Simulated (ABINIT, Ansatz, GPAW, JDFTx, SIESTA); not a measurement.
One calculation of ZrB2, 6 ways

```
Zr B
1.0
     3.17000    0.00000    0.00000
    -1.58500    2.74530    0.00000
     0.00000    0.00000    3.53300
Zr B
1 2
Direct
  0.00055 0.02110 0.99126
  0.65467 0.33004 0.49578
  0.34214 0.66506 0.51411
```

Atoms were shifted at random by some hundredths of an Å from the given cell, which wasn't relaxed again for these runs.

Alike in all runs: task single point; functional PBEsol; k mesh 10 × 10 × 8; occupations fermi-dirac, width 0.05 eV; no spin polarisation; no spin-orbit coupling. Pressure is positive in compression and, in plane waves, holds the error of the finite cutoff, which Ansatz's Pulay term estimates and takes out.

```
                                                                                      program and potentials  plane-wave cutoff (eV)                                                                                   notes  band gap (eV)  pressure (GPa)  largest force (eV/Å)  energy over the undisturbed cell (meV/atom)
                                                                                          Ansatz, Ansatz PAW                     420  potentials made for PBE, which Ansatz adapts in part; Pulay term of +0.18 GPa included         no gap           -3.06                 1.241                                        28.23
SIESTA, files PseudoDojo sr-pbesol-0.4.1-standard, DZP (energy shift 0.003 Ry; two zetas on semicore shells)                       -                                                                            atomic basis         no gap           -1.74                 1.288                                        28.93
                                              JDFTx, PseudoDojo-SR-PBEsol-0.4.1-standard with smoothed tails                    1034                                                                                       -         no gap           -2.73                 1.252                                        28.44
                                                             ABINIT, PseudoDojo NC SR PBEsol v0.4.1 standard                    1034                                                                                       -         no gap           -2.73                 1.252                                            -
                                                           GPAW, PAW data sets generated for this functional                     800                                                                                       -         no gap           -3.84                 1.242                                        28.22
                                                              Ansatz, all-electron LAPW, scalar-relativistic                       -                                                                                       -         no gap           -3.05                 1.242                                            -
```

Force on atom 3 (B), eV/Å:

```
                                                                                      program and potentials       x      y       z
                                                                                          Ansatz, Ansatz PAW  -0.909  0.437  -0.723
SIESTA, files PseudoDojo sr-pbesol-0.4.1-standard, DZP (energy shift 0.003 Ry; two zetas on semicore shells)  -0.972  0.444  -0.719
                                              JDFTx, PseudoDojo-SR-PBEsol-0.4.1-standard with smoothed tails  -0.919  0.439  -0.728
                                                             ABINIT, PseudoDojo NC SR PBEsol v0.4.1 standard  -0.919  0.439  -0.728
                                                           GPAW, PAW data sets generated for this functional  -0.912  0.436  -0.722
                                                              Ansatz, all-electron LAPW, scalar-relativistic  -0.909  0.437  -0.724
```

None finds a gap. The pressure spans -3.84 (GPAW, PAW data sets generated for this functional) to -1.74 GPa (SIESTA, files PseudoDojo sr-pbesol-0.4.1-standard, DZP (energy shift 0.003 Ry; two zetas on semicore shells)), with all-electron results at -3.05. Rows in atomic bases carry the error of their basis and grid, which can be large.

The functional is the same throughout but for its coding, so the spread measures potentials, basis and numerics; runs on potential files found faulty are left out.
